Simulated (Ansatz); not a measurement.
# SiC (Moissanite 6O SiC): the cost of one run

Program: Ansatz 0.2.0. Level of theory: DFT, PBE, plane-wave PAW, default files, scalar-relativistic, frozen cores, as far as a step names no other. These are calculated values, not measurements.

## 1. The starting structure

The structure is hexagonal, space group P6_3mc (No. 186). The conventional cell has a = 3.079 Å, b = 3.079 Å, c = 15.122 Å, α = 90.00°, β = 90.00°, γ = 120.00°. Around Si (site symmetry 3m) lie 4 C at 1.89 Å. Si (site symmetry 3m) is surrounded by 4 C at 1.88 to 1.89 Å. C (site symmetry 3m) is surrounded by 4 Si at 1.88 to 1.89 Å. Around C (site symmetry 3m) lie 4 Si at 1.89 Å.

As a file:

```xyz
12
Lattice="1.5389 -2.6675 0.0000 1.5389 2.6675 0.0000 0.0000 0.0000 15.1219" Properties=species:S:1:pos:R:3 pbc="T T T"
Si    1.5389    1.7784   12.9704
Si    1.5389   -1.7784    5.4094
Si    1.5389   -0.0006    7.9315
Si    1.5389    0.0006    0.3706
Si    1.5389   -1.7789   10.4526
Si    1.5389    1.7789    2.8917
C     1.5389   -0.0010    9.8264
C     1.5389    0.0010    2.2655
C     1.5389    1.7786   14.8600
C     1.5389   -1.7786    7.2991
C     1.5389   -1.7787   12.3424
C     1.5389    1.7787    4.7814
```

The earlier run gave: gap on the mesh 2.02 eV, largest force 0.001 eV/Å, pressure 3.2 GPa.

Site by site (atoms counted from 1):

```tsv
site	atoms	first shell	V_zz (10²¹ V/m²)	η	C_Q (MHz)
Si1	1, 2	4 C at 1.89 Å	0.21	0.02	–
Si3	3, 4	4 C at 1.89 Å	-0.052	0.10	–
Si5	5, 6	4 C at 1.88–1.89 Å	0.24	0.02	–
C7	7, 8	4 Si at 1.88–1.89 Å	0.21	0.06	–
C9	9, 10	4 Si at 1.89 Å	0.068	0.20	–
C11	11, 12	4 Si at 1.89 Å	0.032	0.42	–
```

Conventions: |V_zz| ≥ |V_yy| ≥ |V_xx|, η = (V_xx − V_yy)/V_zz, C_Q = eQV_zz/h. Q values from Pyykkö, Mol. Phys. 116, 1328 (2018). A dash under C_Q marks elements without a common quadrupolar isotope.

## 2. A check on settings: scf.eigensolver.kind = davidson, basis.precision = f64

The input, input.yaml:

```yaml
crystal:
  lattice:
    - [1.5389, -2.6675, 0.0]
    - [1.5389, 2.6675, 0.0]
    - [0.0, 0.0, 15.1219]
  atoms:
    - { symbol: Si, position: [0.1666620629, 0.8333379371, 0.857721452] }
    - { symbol: Si, position: [0.8333379371, 0.1666620629, 0.357721452] }
    - { symbol: Si, position: [0.5001149255, 0.4998850745, 0.5245066742] }
    - { symbol: Si, position: [0.4998850745, 0.5001149255, 0.0245066742] }
    - { symbol: Si, position: [0.8334420064, 0.1665579936, 0.6912249935] }
    - { symbol: Si, position: [0.1665579936, 0.8334420064, 0.1912249935] }
    - { symbol: C, position: [0.5001800041, 0.4998199959, 0.6498136389] }
    - { symbol: C, position: [0.4998199959, 0.5001800041, 0.1498136389] }
    - { symbol: C, position: [0.1666200943, 0.8333799057, 0.9826819952] }
    - { symbol: C, position: [0.8333799057, 0.1666200943, 0.4826819952] }
    - { symbol: C, position: [0.8333969748, 0.1666030252, 0.8161912462] }
    - { symbol: C, position: [0.1666030252, 0.8333969748, 0.3161912462] }
kpoints:
  mp_grid: { grid: [10, 10, 2] }
scf:
  occupations: { method: fermi_dirac, width: 0.02 }
  eigensolver: { kind: davidson }
hamiltonian:
  xc: pbe
  pseudopotentials: { kind: paw, frozen_core: stored }
output:
  forces: true
  stress: true
  populations: true
  efg: {}
basis:
  precision: f64
```

On the command line:

```bash
$ ansatz run input.yaml --threads 1 --pin off --max-ram 3072MiB --backend cpu --events-out ev --progress --plain --runs-dir out
```

Q: Estimate wall time and peak memory on 1 thread of Intel Xeon Platinum 8259CL at 2.50GHz (Skylake/Cascade Lake), shared host.

About 51 s, with a peak of 0.47 GiB.
